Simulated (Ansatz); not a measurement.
# BN: the cost of one run

Program: Ansatz 0.2.0. Level of theory: DFT PBEsol, scalar-relativistic, plane waves, PAW. These are calculated values, not measurements.

1 further run of the same task is left out (set aside as unsound or not needed).

### 1 The starting structure

Symmetry: R3m, No. 160, trigonal system. Conventional cell: a = 2.504 Å, b = 2.504 Å, c = 10.471 Å, α = 90.00°, β = 90.00°, γ = 120.00°. B (site symmetry 3m) is surrounded by 3 N at 1.45 Å. N (site symmetry 3m) is surrounded by 3 B at 1.45 Å.

As a file:

```cif
data_structure
_symmetry_space_group_name_H-M 'R3m:H'
_symmetry_Int_Tables_number 160
_cell_length_a 2.5043
_cell_length_b 2.5043
_cell_length_c 10.4712
_cell_angle_alpha 90.000
_cell_angle_beta 90.000
_cell_angle_gamma 120.000
_cell_volume 56.87
loop_
_atom_site_label
_atom_site_type_symbol
_atom_site_symmetry_multiplicity
_atom_site_Wyckoff_symbol
_atom_site_fract_x
_atom_site_fract_y
_atom_site_fract_z
_atom_site_occupancy
B1 B 3 a 0.00000 0.00000 0.00038 1
N1 N 3 a 0.66667 0.33333 0.00052 1
```

It goes back to an entry of the Materials Project, which need not be the stable form.

This cell was relaxed beforehand with the same method: volume 9.48 Å³/atom, gap on the mesh 4.25 eV.

### 2 What is varied

The energy is mapped over a normal mode and a strain (zone-centre modes of the cell shown, which folds in the wave vector (1/2, 1/2, 1/2) of the primitive cell).

First coordinate, amplitude of mode 4 (35 cm⁻¹), largest displacement in the unstrained cell: 7 values from −0.434 Å. Second coordinate, equal normal strain along x and y: 7 values from −4.00 %.

Nothing else is relaxed (the pattern is fixed in fractional coordinates). Energies count from the relaxed high-symmetry cell. Points are written as (first, second).

The modes come from a phonon run on the reference cell, made beforehand.

The patterns, per unit of each coordinate (Å):

```tsv
atom	x1	y1	z1
B1	-0.500	0.866	0.000
B2	0.500	-0.866	0.000
N3	-0.499	0.865	0.000
N4	0.499	-0.865	0.000
```

### 3 The run at (−0.434 Å, −4.00 %)

Contents of input.yaml:

```yaml
crystal:
  lattice:
    - [1.2020637084, -2.0820354168, 0.0]
    - [2.4041274167, 0.0, 0.0]
    - [1.2020637084, -0.6940118056, 6.9808187488]
  atoms:
    - { symbol: B, position: [0.6734948774, 0.5001929123, 0.4994212541] }
    - { symbol: B, position: [-0.1731155756, 0.0001863894, 0.9994408407] }
    - { symbol: "N", position: [1.0066026841, 0.8335970716, 0.499208756] }
    - { symbol: "N", position: [0.1605850141, 0.3335906266, 0.9992281492] }
basis:
  ecutwfc: 520.0
kpoints:
  mp_grid: { grid: [12, 12, 10] }
hamiltonian:
  xc: pbesol
scf:
  occupations: { method: gaussian, width: 0.05 }
output:
  forces: true
  stress: true
  eigenvalues: true
```

On the command line:

```sh
$ ansatz run input.yaml --threads 1 --pin off --max-ram 2048MiB --backend cpu --events-out ev --progress --plain --runs-dir out
```

Q: Estimate wall time and peak memory on 1 thread of Intel Xeon 6975P-C (Granite Rapids), shared host.

About 16 s, with a peak of 0.76 GiB.
